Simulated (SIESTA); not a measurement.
GaN:

```
Ga N
1.0
     0.00000    2.25350    2.25350
     2.25350    0.00000    2.25350
     2.25350    2.25350    0.00000
Ga N
1 1
Direct
  0.00000 0.00000 0.00000
  0.25000 0.25000 0.25000
```

The cell is a database's computed one.

Base run:

* Program: SIESTA 5.4.2
* Functional: PBE
* Potentials or basis: PseudoDojo 0.4 standard (PBE files)
* Basis: SZ (energy shift 0.003 Ry)
* Grid cutoff: 800 Ry
* Energy shift: 0.003 Ry
* k mesh: 10 × 10 × 10
* Occupations: fermi-dirac, width 0.05 eV
* Spin: no spin polarisation

Its results: band gap on the k mesh 1.90 eV, direct; pressure 15.7 GPa.

**Question.** The run is repeated on the same cell with these changes: basis from SZ (energy shift 0.003 Ry) to TZP (energy shift 0.003 Ry; two zetas on semicore shells). What comes out?

**Answer.** Band gap on the k mesh 1.85 eV, direct; pressure 7.2 GPa.

Caveats: the basis of atomic orbitals isn't converged, which shifts pressures, moduli and gaps; the basis has no polarisation orbitals (some runs).
